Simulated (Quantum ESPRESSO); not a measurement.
The system is FeO.

```
CELL_PARAMETERS angstrom
2.61247 0.00000 0.00000
0.00000 2.61247 0.00000
0.00000 0.00000 2.61247
ATOMIC_POSITIONS crystal
Fe 0.00000 0.00000 0.00000
O 0.50000 0.50000 0.50000
```

The cell comes from a database or a generator and needn't be the stable form of this composition.

* Program: Quantum ESPRESSO 7.5
* Task: single point
* Functional: PBE
* Potentials or basis: SSSP 1.3 efficiency PBE
* Cutoff: 871 eV
* Density cutoff: 10640 eV
* k mesh: 10 × 10 × 10
* Occupations: fermi-dirac, width 0.05 eV
* Spin: collinear spin, ferromagnetic start
* Starting moments: [3.0, 0.0] μB

On this cell: pressure 8.1 GPa; largest force zero by symmetry; net moment 4.00 μB per cell; site moments Fe +3.44; O +0.40 μB; band gap on the k mesh none (metal or under the smearing width).

The same run follows on a disturbed copy (atoms moved at random, drawn with an rms of 0.05 Å):

```
Fe O
1.0
     2.61247    0.00000    0.00000
     0.00000    2.61247    0.00000
     0.00000    0.00000    2.61247
Fe O
1 1
Cartesian
  0.0329 0.0070 -0.0094
  1.2648 1.3120 1.3072
```

**Question.** What does the disturbed cell give?

**Answer.** The energy (extrapolated to zero smearing) moves by +2.6 meV/atom; pressure 8.7 GPa; largest force 0.139 eV/Å; net moment 4.00 μB per cell; site moments Fe +3.42; O +0.40 μB; band gap on the k mesh none (metal or under the smearing width).

Forces in eV/Å, atoms in the order of the input:
```
Fe  -0.137 -0.002  0.020
O    0.137  0.002 -0.020
```

Stress tensor (GPa, compression positive):
```
 8.67  0.02 -0.17
 0.02  8.64  0.00
-0.17  0.00  8.64
```

Caveats: a cell with one magnetic atom can't hold antiferromagnetic order, which such compounds often take; semilocal functionals often make such compounds metallic where correlation or magnetic order opens a gap, which also shifts bond lengths.
